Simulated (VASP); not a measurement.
Wanted: the native input for a VASP 6.6.1 run.

| Item | Value |
| --- | --- |
| Task | band structure |
| Functional | TB-mBJ |
| Potentials or basis | VASP PAW PBE potentials, release 64 (Al, N) |
| Cutoff | 520 eV |
| k mesh | 10 × 10 × 10 |
| Occupations | gaussian, width 0.02 eV |
| Spin | no spin polarisation |
| Further INCAR settings | ALGO = Normal; EDIFF = 1e-06; NBANDS = 11 |

Crystal: AlN.

```
Al N
1.0
     0.00000    2.18829    2.18829
     2.18829    0.00000    2.18829
     2.18829    2.18829    0.00000
Al N
1 1
Direct
  0.00000 0.00000 0.00000
  0.25000 0.25000 0.25000
```

Measurements of this composition are mostly on another form, of space group No. 186.

These files were run (other wordings do the same):

POSCAR

```
AlN
1.0
    0.0000000000      2.1882900000      2.1882900000
    2.1882900000      0.0000000000      2.1882900000
    2.1882900000      2.1882900000      0.0000000000
Al N
1 1
Direct
    0.0000000000      0.0000000000      0.0000000000
    0.2500000000      0.2500000000      0.2500000000
```

INCAR.step1

```
SYSTEM = AlN
PREC = Accurate
ENCUT = 520
EDIFF = 1E-5
ISMEAR = 0
SIGMA = 0.02
LREAL = .FALSE.
LASPH = .TRUE.
NELM = 80
ALGO = Normal
ISIF = 2
LWAVE = .TRUE.
LCHARG = .FALSE.
NBANDS = 11
GGA = PE
```

INCAR.step2

```
SYSTEM = AlN
PREC = Accurate
ENCUT = 520
EDIFF = 1E-6
ISMEAR = 0
SIGMA = 0.02
LREAL = .FALSE.
LASPH = .TRUE.
NELM = 80
ALGO = Normal
ISIF = 2
LWAVE = .FALSE.
LCHARG = .FALSE.
METAGGA = MBJ
NBANDS = 11
ISTART = 1
```

KPOINTS

```
regular mesh
0
G
  10 10 10
  0 0 0
```

KPOINTS_OPT

```
path GXWKGLUWLK,UX
15
line-mode
reciprocal
 0.0000000000  0.0000000000  0.0000000000  G
 0.5000000000  0.0000000000  0.5000000000  X

 0.5000000000  0.0000000000  0.5000000000  X
 0.5000000000  0.2500000000  0.7500000000  W

 0.5000000000  0.2500000000  0.7500000000  W
 0.3750000000  0.3750000000  0.7500000000  K

 0.3750000000  0.3750000000  0.7500000000  K
 0.0000000000  0.0000000000  0.0000000000  G

 0.0000000000  0.0000000000  0.0000000000  G
 0.5000000000  0.5000000000  0.5000000000  L

 0.5000000000  0.5000000000  0.5000000000  L
 0.6250000000  0.2500000000  0.6250000000  U

 0.6250000000  0.2500000000  0.6250000000  U
 0.5000000000  0.2500000000  0.7500000000  W

 0.5000000000  0.2500000000  0.7500000000  W
 0.5000000000  0.5000000000  0.5000000000  L

 0.5000000000  0.5000000000  0.5000000000  L
 0.3750000000  0.3750000000  0.7500000000  K

 0.6250000000  0.2500000000  0.6250000000  U
 0.5000000000  0.0000000000  0.5000000000  X
```

Potentials or basis: VASP PAW PBE potentials, release 64 (Al, N).

Launch:

```console
$ cat potpaw_PBE.64/Al/POTCAR potpaw_PBE.64/N/POTCAR > POTCAR
$ cp INCAR.step1 INCAR
$ mpirun -np 1 vasp_std > vasp.out
$ cp INCAR.step2 INCAR
$ mpirun -np 1 vasp_std > vasp.out
```

Results of the run:

* Band gap on the k mesh: 4.81 eV, indirect (least direct gap 5.28 eV)
* Band gap along the path: 4.81 eV, indirect (least direct gap 5.28 eV)

It took 58 s on 1 thread of Intel(R) Xeon(R) Platinum 8259CL CPU @ 2.50GHz (Skylake/Cascade Lake), with other jobs on the host, peak memory 0.15 GiB.
